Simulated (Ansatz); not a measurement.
**MgTe: single point with PBE**

Crystal: MgTe.

```
Te Mg
1.0
     0.00000    3.23200    3.23200
     3.23200    0.00000    3.23200
     3.23200    3.23200    0.00000
Te Mg
1 1
Cartesian
  1.6160 1.6160 1.6160
  0.0000 0.0000 0.0000
```

The cell comes from a database or a generator and needn't be the stable form of this composition.

| Property | Result |
| --- | --- |
| Program | Ansatz 0.2.0 |
| Task | single point |
| Functional | PBE |
| Potentials or basis | Ansatz PAW |
| Cutoff | 420 eV (not typed: the program's choice for these potentials) |
| k mesh | 7 × 7 × 7 |
| Occupations | gaussian, width 0.026 eV |
| Spin | no spin polarisation |

* Pressure: 0.7 GPa
* Band gap on the k mesh: 2.42 eV, direct

Levels at points of the mesh, in eV from the valence-band top:
```
           k point  band 10  band 11  band 12  band 13  band 14  band 15  band 16  band 17
(0.00, 0.00, 0.00)   -10.18     0.00     0.00     0.00     2.42     5.47     5.47     5.47
```

Run time: 1.4 s on 2 threads of Arm Neoverse V1, with other jobs on the host, peak memory 0.32 GiB.

Caveat: odd divisions of the mesh miss points on the zone boundary, where band edges often lie, so the gap on the mesh can be too wide; spin-orbit coupling is left out, which moves the levels of the heavy elements.
